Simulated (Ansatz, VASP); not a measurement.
## One calculation of Au, two programs

```xyz
1
Lattice="0.0000 2.0500 2.0500 2.0500 0.0000 2.0500 2.0500 2.0500 0.0000" Properties=species:S:1:pos:R:3 pbc="T T T"
Au    0.0000    0.0000    0.0000
```

Alike in both runs: task relaxation of cell and atoms; functional PBE; k mesh 20 × 20 × 20; occupations methfessel-paxton of order 1, width 0.1 eV; no spin polarisation.

|  | VASP | Ansatz |
| --- | --- | --- |
| version | VASP 6.6.1 | Ansatz 0.2.0 |
| potentials or method | VASP PAW PBE potentials, release 64 (Au) | scalar-relativistic, plane waves, PAW |
| plane-wave cutoff (eV) | 600 | 420 |
| valence electrons in the cell | 11 | 19 |

|  | VASP | Ansatz | Ansatz less VASP |
| --- | --- | --- | --- |
| gap on the k mesh at the Fermi level, each at its own relaxed structure (eV) | none | none | - |
| relaxed volume (Å³/atom) | 17.95 | 17.97 | +0.029 |
| relaxed cell length with the largest relative difference (Å) | 2.939 | 2.940 | +0.0016 |
| energy change over the relaxation (meV/atom) | -14 | -15 | -0.9 |

A gap of «none» marks a metal or a gap that the smearing closes. The two sets of potentials don't hold the same shells in valence.

Spin-orbit coupling is left out, which matters for the levels of Au.
